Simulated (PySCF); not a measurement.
## C$_{6}$H$_{6}$O: calculation and literature

Molfile (atoms numbered from 1):
```
C6H6O
     RDKit          3D

 13 13  0  0  0  0  0  0  0  0999 V2000
    2.4825   -0.1777    0.0087 O   0  0  0  0  0  0  0  0  0  0  0  0
    1.1236   -0.0944    0.0018 C   0  0  0  0  0  0  0  0  0  0  0  0
    0.3922   -1.2778   -0.0313 C   0  0  0  0  0  0  0  0  0  0  0  0
   -0.9879   -1.2322   -0.0379 C   0  0  0  0  0  0  0  0  0  0  0  0
   -1.6514   -0.0161   -0.0110 C   0  0  0  0  0  0  0  0  0  0  0  0
   -0.9241    1.1601    0.0221 C   0  0  0  0  0  0  0  0  0  0  0  0
    0.4591    1.1258    0.0277 C   0  0  0  0  0  0  0  0  0  0  0  0
    2.8640    0.7082    0.0332 H   0  0  0  0  0  0  0  0  0  0  0  0
    0.9254   -2.2151   -0.0491 H   0  0  0  0  0  0  0  0  0  0  0  0
   -1.5511   -2.1531   -0.0658 H   0  0  0  0  0  0  0  0  0  0  0  0
   -2.7302    0.0137   -0.0139 H   0  0  0  0  0  0  0  0  0  0  0  0
   -1.4340    2.1121    0.0438 H   0  0  0  0  0  0  0  0  0  0  0  0
    1.0275    2.0470    0.0539 H   0  0  0  0  0  0  0  0  0  0  0  0
  1  2  1  0
  2  3  2  0
  3  4  1  0
  4  5  2  0
  5  6  1  0
  6  7  2  0
  7  2  1  0
  1  8  1  0
  3  9  1  0
  4 10  1  0
  5 11  1  0
  6 12  1  0
  7 13  1  0
M  END
```

Published estimates (parent shift plus substituent increments) and measurements: δ ¹H H10/H12 7.24; H11 6.93; H9/H13 6.82 ppm (measured; solution, not stated in the table (CDCl3 in this author's series); The use of chemical shift calculations in the conformational analysis of substituted benzenes, New J. Chem. 2019 (ESI)).
δ ¹H H10/H12 7.13; H11 6.81; H9/H13 6.70 ppm (measured; solution, CCl4; Shapiro, Mohrmann, J. Phys. Chem. Ref. Data 1977, 6, 919).
δ ¹³C C2 155.4; C4/C6 129.9; C5 121.2; C3/C7 115.8 ppm (estimated from measurements, as parent shift plus tabulated substituent increment; solution, CCl4; Levy, Lichter, Nelson pp. 111-112; Breitmaier, Voelter pp. 256-258, as tabulated by Wired Chemist).
δ ¹H H10/H12 7.17; H9/H13 6.84; H11 6.80 ppm (measured; solution, acetone, 309 K; Shapiro, Mohrmann, J. Phys. Chem. Ref. Data 1977, 6, 919).
δ ¹³C C4/C6 129.9; C5 121.1; C3/C7 115.7; δ ¹H H10/H12 7.24; H11 6.93; H9/H13 6.83 ppm (estimated from measurements, as parent shift plus tabulated substituent increment; solution, not stated per compound (mostly CDCl3 or CCl4); Pretsch, Buehlmann, Badertscher, Structure Determination of Organic Compounds, 4th ed. (2009)).
δ ¹H H10/H12 7.09; H11 6.82; H9/H13 6.73 ppm (measured; solution, CCl4, 309 K; Shapiro, Mohrmann, J. Phys. Chem. Ref. Data 1977, 6, 919).

Calculated, not measured (PySCF 2.14): GIAO PBE0/pcSseg-1 shieldings, coordinates at the GFN2-xTB level. Averaged over atoms made equivalent by symmetry, fast rotation or ring inversion, non-relativistic Hamiltonian, one computed conformer, no solvent.

(1) Set the calculated values beside the experiment.

(2) How far are the unscaled ¹H shifts from the references?

(3) How far are the unscaled ¹³C shifts from the references?

## Answers

(1) 
Reference values: measured (solution, not stated in the table (CDCl3 in this author's series); The use of chemical shift calculations in the conformational analysis of substituted benzenes, New J. Chem. 2019 (ESI)).
| atoms | quantity | reference | computed | computed, scaled |
| --- | --- | --- | --- | --- |
| H10/H12 | δ ¹H | 7.24 | 7.53 | 7.20 |
| H11 | δ ¹H | 6.93 | 7.11 | 6.80 |
| H9/H13 | δ ¹H | 6.82 | 6.95 | 6.65 |

Reference values: measured (solution, CCl4; Shapiro, Mohrmann, J. Phys. Chem. Ref. Data 1977, 6, 919).
| atoms | quantity | reference | computed | computed, scaled |
| --- | --- | --- | --- | --- |
| H10/H12 | δ ¹H | 7.13 | 7.53 | 7.20 |
| H11 | δ ¹H | 6.81 | 7.11 | 6.80 |
| H9/H13 | δ ¹H | 6.70 | 6.95 | 6.65 |

Reference values: estimated from measurements, as parent shift plus tabulated substituent increment (solution, CCl4; Levy, Lichter, Nelson pp. 111-112; Breitmaier, Voelter pp. 256-258, as tabulated by Wired Chemist).
```
atoms  quantity  reference  computed  computed, scaled
   C2     δ ¹³C      155.4     163.8             157.5
C4/C6     δ ¹³C      129.9     135.3             129.6
   C5     δ ¹³C      121.2     124.8             119.5
C3/C7     δ ¹³C      115.8     118.7             113.5
```

Reference values: measured (solution, acetone, 309 K; Shapiro, Mohrmann, J. Phys. Chem. Ref. Data 1977, 6, 919).
```
  atoms  quantity  reference  computed  computed, scaled
H10/H12      δ ¹H       7.17      7.53              7.20
 H9/H13      δ ¹H       6.84      6.95              6.65
    H11      δ ¹H       6.80      7.11              6.80
```

Reference values: estimated from measurements, as parent shift plus tabulated substituent increment (solution, not stated per compound (mostly CDCl3 or CCl4); Pretsch, Buehlmann, Badertscher, Structure Determination of Organic Compounds, 4th ed. (2009)).
```tsv
atoms	quantity	reference	computed	computed, scaled
C4/C6	δ ¹³C	129.9	135.3	129.6
C5	δ ¹³C	121.1	124.8	119.5
C3/C7	δ ¹³C	115.7	118.7	113.5
H10/H12	δ ¹H	7.24	7.53	7.20
H11	δ ¹H	6.93	7.11	6.80
H9/H13	δ ¹H	6.83	6.95	6.65
```

Reference values: measured (solution, CCl4, 309 K; Shapiro, Mohrmann, J. Phys. Chem. Ref. Data 1977, 6, 919).
```csv
atoms,quantity,reference,computed,"computed, scaled"
H10/H12,δ ¹H,7.09,7.53,7.20
H11,δ ¹H,6.82,7.11,6.80
H9/H13,δ ¹H,6.73,6.95,6.65
```

Computed shifts are σ(ref) − σ with the named reference compound (TMS for H and C) calculated as an isolated molecule at the same level. The measured values may be among those fitted. Empirical linear scaling, fitted to shifts measured mostly in CDCl3 for H and C (δ vs TMS): ¹H: δ = 30.01 − 0.943σ (rms 0.17 ppm, 504 shifts, 0.18 ppm with the 4 outliers that the fit left out); ¹³C: δ = 179.97 − 0.974σ (rms 2.1 ppm, 958 shifts, 2.3 ppm with the 13 outliers that the fit left out). A few per cent of atoms miss by over 2 rms, more outside the fitted compound classes. H not on carbon is unscaled (vs computed TMS).

(2) Mean signed difference +0.26 ppm, mean absolute 0.26 ppm over 15 comparisons; the largest is +0.44 ppm at H10/H12 (hydrogen on an aromatic CH).

(3) Mean signed difference +4.63 ppm, mean absolute 4.63 ppm over 7 comparisons; the largest is +8.4 ppm at C2 (aromatic carbon bearing oxygen).

22 of the 34 published NMR values on file for this molecule are compared. The rest: values whose atom or origin is in doubt.
